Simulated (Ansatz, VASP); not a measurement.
**Cross-check of P between VASP and Ansatz**

Aim: how closely do two programs agree when they are given the same cell, functional and k mesh? The cell is taken from a series of runs on this material, whose earlier steps may have relaxed, scaled, displaced or heated it; both programs get it as it stands.

Calculated with Ansatz 0.2.0; plane waves, with VASP 6.6.1 beside it; single point at HSE06.

## Step 1: Starting point

The cell holds 4 atoms: 4 P. Its edges and angles: a = 4.625 Å, b = 3.320 Å, c = 27.400 Å, α = 90.0°, β = 90.0°, γ = 90.0°. Vacuum lies along c.

Structure file:

```
P
1.0
     4.62531    0.00000    0.00000
     0.00000    3.32047    0.00000
     0.00000    0.00000   27.40000
P
4
Direct
  0.08885 0.00000 0.53837
  0.41115 0.50000 0.53837
  0.58885 0.50000 0.46163
  0.91115 0.00000 0.46163
```

## Step 2: VASP: single point, HSE06

With cell and atoms fixed, the geometry can't cause a difference; cores, projectors, grids and the points listed under the comparison can.

Lines of VASP's logs that name or quote its potential files are left out, and so is its time.

The run reads the wave functions of an earlier VASP run, which isn't shown here.

INCAR reads:

```
SYSTEM = P
PREC = Accurate
ENCUT = 400
EDIFF = 1E-06
NELM = 100
ISMEAR = 0
SIGMA = 0.01
LREAL = .FALSE.
ALGO = Normal
LHFCALC = .TRUE.
AEXX = 0.25
GGA = PE
HFSCREEN = 0.208
LASPH = .TRUE.
NBANDS = 16
PRECFOCK = Fast
LORBIT = 11
LWAVE = .FALSE.
LCHARG = .FALSE.
KPAR = 2
NCORE = 4
ISIF = 2
LDIPOL = .TRUE.
IDIPOL = 3
DIPOL = 0.5 0.5 0.5
LVHAR = .TRUE.
```

POSCAR reads:

```
P
1.0
    4.6253144680      0.0000000000      0.0000000000
    0.0000000000      3.3204693536      0.0000000000
    0.0000000000      0.0000000000     27.4000000000
P
4
Direct
    0.0888515049      0.0000000000      0.5383732794
    0.4111484951      0.5000000000      0.5383732794
    0.5888515049      0.5000000000      0.4616267206
    0.9111484951      0.0000000000      0.4616267206
```

KPOINTS reads:

```
Automatic mesh
0
Gamma
4 6 1
0 0 0
```

Potentials, in the order of the species: P (PBE family, release 64).

Command:

```sh
$ mpirun -np 8 vasp_std
```

Numbers of over 12 decimals in the logs are rounded to 6 here.

What it wrote:

```text
[banner, memory and clock lines left out]
running    8 mpi-ranks, on    1 nodes
 distrk:  each k-point on    4 cores,    2 groups
 distr:  one band on    4 cores,    1 groups

 POSCAR found type information on POSCAR P
 POSCAR found :  1 types and       4 ions
 LDA part: xc-table for (Slater+PW92), standard interpolation
 found WAVECAR, reading the header
 POSCAR, INCAR and KPOINTS ok, starting setup
 FFT: planning ... GRIDC
 FFT: planning ... GRID_SOFT
 FFT: planning ... GRID
 reading WAVECAR
 the WAVECAR file was read successfully
 initial charge from wavefunction
 entering main loop
       N       E                     dE             d eps       ncg     rms          rms(c)
DAV:   1    -0.256786475805E+02   -0.25679E+02   -0.61473E-01   480   0.468E+00    0.241E+00
DAV:   2    -0.256860733635E+02   -0.74258E-02   -0.36541E-02   496   0.107E+00    0.163E+00
DAV:   3    -0.256844356760E+02    0.16377E-02   -0.25416E-03   504   0.305E-01    0.988E-01
DAV:   4    -0.256838543836E+02    0.58129E-03   -0.76486E-04   504   0.154E-01    0.564E-01
DAV:   5    -0.256837053877E+02    0.14900E-03   -0.20673E-04   504   0.762E-02    0.316E-01
DAV:   6    -0.256836678961E+02    0.37492E-04   -0.40455E-05   496   0.347E-02    0.177E-01
DAV:   7    -0.256836615698E+02    0.63264E-05   -0.11033E-05   520   0.190E-02    0.982E-02
DAV:   8    -0.256836644495E+02   -0.28797E-05   -0.35966E-06   456   0.109E-02    0.544E-02
DAV:   9    -0.256836694538E+02   -0.50043E-05   -0.12728E-06   408   0.661E-03    0.309E-02
DAV:  10    -0.256836744393E+02   -0.49855E-05   -0.66727E-07   400   0.482E-03    0.176E-02
DAV:  11    -0.256836789411E+02   -0.45018E-05   -0.37370E-07   392   0.359E-03    0.984E-03
DAV:  12    -0.256836826338E+02   -0.36926E-05   -0.24484E-07   384   0.284E-03    0.538E-03
DAV:  13    -0.256836857420E+02   -0.31083E-05   -0.15553E-07   376   0.217E-03    0.294E-03
DAV:  14    -0.256836883496E+02   -0.26076E-05   -0.11105E-07   384   0.172E-03    0.166E-03
DAV:  15    -0.256836904796E+02   -0.21299E-05   -0.78646E-08   360   0.134E-03    0.108E-03
DAV:  16    -0.256836922862E+02   -0.18067E-05   -0.59735E-08   360   0.109E-03    0.846E-04
DAV:  17    -0.256836937421E+02   -0.14559E-05   -0.45403E-08   360   0.892E-04    0.749E-04
DAV:  18    -0.256836950092E+02   -0.12670E-05   -0.36976E-08   360   0.758E-04    0.689E-04
DAV:  19    -0.256836960499E+02   -0.10407E-05   -0.29293E-08   328   0.649E-04    0.640E-04
DAV:  20    -0.256836969269E+02   -0.87695E-06   -0.24199E-08   368   0.562E-04
   1 F= -.25683697E+02 E0= -.25683697E+02  d E =-.584527E-39
```

From OUTCAR (step 2):

```text
ion  position               nearest neighbor table
   1  0.089  0.000  0.538-   2 2.23   2 2.23   4 2.26
   2  0.411  0.500  0.538-   1 2.23   1 2.23   3 2.26
   3  0.589  0.500  0.462-   4 2.23   4 2.23   2 2.26
   4  0.911  0.000  0.462-   3 2.23   3 2.23   1 2.26

  LATTYP: Found a simple orthorhombic cell.
 ALAT       =     3.3204693536
 B/A-ratio  =     1.3929700821
 C/A-ratio  =     8.2518454719

 Subroutine GETGRP returns: Found  8 space group operations
 (whereof  4 operations were pure point group operations)

The static configuration has the point symmetry C_2h.
 The point group associated with its full space group is D_2h.

 Found     12 irreducible k-points:

   k-points           NKPTS =     12   k-points in BZ     NKDIM =     24   number of bands    NBANDS=     16

   dimension x,y,z NGX =    30 NGY =   24 NGZ =  180
   dimension x,y,z NGXF=    60 NGYF=   48 NGZF=  360

   ENCUT  =  400.0 eV  29.40 Ry    5.42 a.u.   7.54  5.41 44.68*2*pi/ulx,y,z

   NELECT =      20.0000    total number of electrons

 k-points in reciprocal lattice and weights: Automatic mesh
   0.00000000  0.00000000  0.00000000       0.042
   0.25000000  0.00000000  0.00000000       0.083
   0.50000000  0.00000000  0.00000000       0.042
   0.00000000  0.16666667  0.00000000       0.083
   0.25000000  0.16666667  0.00000000       0.167
   0.50000000  0.16666667  0.00000000       0.083
   0.00000000  0.33333333  0.00000000       0.083
   0.25000000  0.33333333  0.00000000       0.167
   0.50000000  0.33333333  0.00000000       0.083
   0.00000000  0.50000000  0.00000000       0.042
   0.25000000  0.50000000  0.00000000       0.083
   0.50000000  0.50000000  0.00000000       0.042

  exchange ACFDT corr.  =         0.00000000  see jH, gK, PRB 81, 115126

 dipolmoment           0.000000      0.000000     -0.000000 electrons x Angstroem

 average (electrostatic) potential at core
       1 -88.6196       2 -88.6196       3 -88.6196       4 -88.6196

 E-fermi :  -3.3948

 k-point     1 :       0.0000    0.0000    0.0000
  band No.  band energies     occupation
    ...
      6      -8.3991      2.00000
      7      -7.1060      2.00000
      8      -5.3579      2.00000
      9      -5.2237      2.00000
     10      -3.4853      2.00000
     11      -1.8240      0.00000
     12      -1.1128      0.00000
     13       0.0441      0.00000
     14       0.7222      0.00000
     15       1.6067      0.00000
    ...

 k-point     2 :       0.2500    0.0000    0.0000
  band No.  band energies     occupation
    ...
      6      -7.1498      2.00000
      7      -6.8557      2.00000
      8      -5.5970      2.00000
      9      -4.9082      2.00000
     10      -4.2410      2.00000
     11      -0.8851      0.00000
     12      -0.5711      0.00000
     13      -0.5496      0.00000
     14       0.6152      0.00000
     15       2.1521      0.00000
    ...

 k-point     3 :       0.5000    0.0000    0.0000
  band No.  band energies     occupation
    ...
      6      -6.6325      2.00000
      7      -6.2269      2.00000
      8      -6.2269      2.00000
      9      -4.8402      2.00000
     10      -4.8402      2.00000
     11      -0.6240      0.00000
     12      -0.6240      0.00000
     13       1.0375      0.00000
     14       1.0375      0.00000
     15       1.0813      0.00000
    ...

  Total       -1.6397955     -1.7809401     -1.2788189      0.0000000      0.0000000     -0.0000000
  in kB       -6.2432249     -6.7806073     -4.8688715      0.0000000      0.0000000     -0.0000000
  external PRESSURE =      -5.9642346 kB  Pullay stress =       0.0000000 kB

  energy-cutoff  :      400.00
  volume of cell :      420.82
      direct lattice vectors                 reciprocal lattice vectors
     4.625314468  0.000000000  0.000000000     0.216201516  0.000000000  0.000000000
     0.000000000  3.320469354  0.000000000     0.000000000  0.301162243  0.000000000
     0.000000000  0.000000000 27.400000000     0.000000000  0.000000000  0.036496350

 POSITION                                       TOTAL-FORCE (eV/Angst)
 -----------------------------------------------------------------------------------
      0.41097      0.00000     14.75143         0.269133      0.000000     -0.298970
      1.90169      1.66023     14.75143        -0.269133      0.000000     -0.298970
      2.72362      1.66023     12.64857         0.269133     -0.000000      0.298970
      4.21435      0.00000     12.64857        -0.269133     -0.000000      0.298970
 -----------------------------------------------------------------------------------
    total drift:                               -0.000000     -0.000000      0.000000

  FREE ENERGIE OF THE ION-ELECTRON SYSTEM (eV)
  ---------------------------------------------------
  free  energy   TOTEN  =       -25.6836969269 eV

  energy  without entropy=      -25.6836969269  energy(sigma->0) =      -25.68369693

 vacuum level on the upper side and lower side of the slab         2.005         2.005

 total charge
# of ion       s       p       d       tot
------------------------------------------
    1        1.077   1.382   0.000   2.459
    2        1.077   1.382   0.000   2.459
    3        1.077   1.382   0.000   2.459
    4        1.077   1.382   0.000   2.459
--------------------------------------------------
tot          4.307   5.529   0.000   9.836

[... 3 further parts left out ...]
```

(Continued in part 2 of 2.)

[Lines on the potential files, build, host, timing and source positions are cut from VASP's logs without a mark.]

[Logs are printed without paths, hosts, clocks, repeated set-up lines and the standing remarks that a program may print on its own settings, such as how far it seeks lower states.]

[Hosts, paths, dates, database ids (printed as entryN), source tags and the programs' standing remarks are cut or masked in the printed files.]
